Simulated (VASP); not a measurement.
# SrCl₂: forms and broadenings of the independent-particle spectrum

SrCl₂, Fm-3m (no. 225), 3 atoms in the cell. PBE, independent-particle dielectric function; PAW potentials Sr_sv, Cl (PBE set).

## Input

INCAR.step1:
```
PREC = Accurate ; ENCUT = 300
ISMEAR = 0 ; SIGMA = 0.02
EDIFF = 1E-8 ; LASPH = T
KPAR = 4 ; LWAVE = F
LCHARG = F ; LEPSILON = T
```

INCAR.step2, as INCAR.step1 but for:
```
- LWAVE = F
- LEPSILON = T
+ LWAVE = T
+ NBANDS = 52
```

INCAR.step3:
```
PREC = Accurate ; ENCUT = 300
ISMEAR = 0 ; SIGMA = 0.02
EDIFF = 1E-7 ; LASPH = T
KPAR = 4 ; LWAVE = F
LCHARG = F ; LOPTICS = T
NBANDS = 52 ; NEDOS = 2000
CSHIFT = 0.1 ; ALGO = None
NELM = 1 ; ISTART = 1
```

INCAR.step4, as INCAR.step3 but for:
```
+ LNABLA = T
```

INCAR.step5, as INCAR.step4 but for:
```
- LNABLA = T
+ LPEAD = T
+ IPEAD = 2
```

INCAR.step6, as INCAR.step5 but for:
```
- IPEAD = 2
+ IPEAD = 3
```

INCAR.step7 changes the same tag again: IPEAD = 4.

INCAR.step8, as INCAR.step7 but for:
```
- CSHIFT = 0.1
- LPEAD = T
- IPEAD = 4
+ CSHIFT = 0.5
```

INCAR.step9, as INCAR.step8 but for:
```
- CSHIFT = 0.5
+ CSHIFT = 0.03
```

INCAR.step10 changes the same tag again: CSHIFT = 0.05.

INCAR.step11, as INCAR.step10 but for:
```
- ISMEAR = 0
- CSHIFT = 0.05
+ ISMEAR = -5
+ CSHIFT = 0.1
```

INCAR.step12, as INCAR.step11 but for:
```
- ISMEAR = -5
- SIGMA = 0.02
+ ISMEAR = 0
+ SIGMA = 0.2
```

INCAR.step13, as INCAR.step12 but for:
```
- SIGMA = 0.2
+ SIGMA = 0.02
+ OMEGAMAX = 12
```

INCAR.step14, as INCAR.step13 but for:
```
- OMEGAMAX = 12
+ OMEGAMAX = 60
```

KPOINTS:
```
k-points
0
Gamma
  10 10 10
```

POSCAR:
```
SrCl2
1.0
    0.0000000000      3.4883500000      3.4883500000
    3.4883500000      0.0000000000      3.4883500000
    3.4883500000      3.4883500000      0.0000000000
Sr Cl
1 2
Direct
    0.0000000000      0.0000000000      0.0000000000
    0.7500000000      0.7500000000      0.7500000000
    0.2500000000      0.2500000000      0.2500000000
```

Commands (each step's output is kept before the next begins):
```
cat potpaw_PBE.64/Sr_sv/POTCAR potpaw_PBE.64/Cl/POTCAR > POTCAR
cp INCAR.step1 INCAR
mpirun -np 4 vasp_std > vasp.out
rm WAVECAR CHG
cp INCAR.step2 INCAR
mpirun -np 4 vasp_std > vasp.out
cp INCAR.step3 INCAR
mpirun -np 4 vasp_std > vasp.out
cp INCAR.step4 INCAR
mpirun -np 4 vasp_std > vasp.out
cp INCAR.step5 INCAR
mpirun -np 4 vasp_std > vasp.out
cp INCAR.step6 INCAR
mpirun -np 4 vasp_std > vasp.out
cp INCAR.step7 INCAR
mpirun -np 4 vasp_std > vasp.out
cp INCAR.step8 INCAR
mpirun -np 4 vasp_std > vasp.out
cp INCAR.step9 INCAR
mpirun -np 4 vasp_std > vasp.out
cp INCAR.step10 INCAR
mpirun -np 4 vasp_std > vasp.out
cp INCAR.step11 INCAR
mpirun -np 4 vasp_std > vasp.out
cp INCAR.step12 INCAR
mpirun -np 4 vasp_std > vasp.out
cp INCAR.step13 INCAR
mpirun -np 4 vasp_std > vasp.out
cp INCAR.step14 INCAR
mpirun -np 4 vasp_std > vasp.out
```

## Result

- Direct gap on the mesh (eV): 5.51
- Gap on the mesh (eV): 5.33
- Bands: 52

One ground state, settings moved in the last step alone:

| Settings | ε at zero frequency | Mean energy of the absorption, weighted by Im ε (eV) | Time (s) |
|---|---|---|---|
| longitudinal form, CSHIFT 0.1 | 3.22 | 10.74 | 2 |
| transversal form (LNABLA) | 3.57 | 11.02 | 2 |
| finite differences (LPEAD), order 2 | 3.22 | 10.74 | 6 |
| finite differences (LPEAD), order 3 | 3.22 | 10.74 | 7 |
| finite differences (LPEAD), order 4 | 3.22 | 10.74 | 9 |
| CSHIFT 0.5 | 3.21 | 10.80 | 3 |
| CSHIFT 0.03 | 3.22 | 10.70 | 3 |
| CSHIFT 0.05 | 3.22 | 10.73 | 2 |
| tetrahedron method | 3.22 | 10.75 | 3 |
| SIGMA 0.2 | 3.22 | 10.74 | 3 |
| OMEGAMAX 12, which cuts the spectrum short | 2.54 | – | 2 |
| OMEGAMAX 60 | 3.22 | 10.74 | 3 |

The mean energy covers the spectrum up to 20 eV.

On the same mesh, density-functional perturbation theory with local fields gives ε = 2.92.

VASP 6.6.1 took 190 s on 4 cores (Intel Xeon Platinum 8488C (Sapphire Rapids)), a shared host.
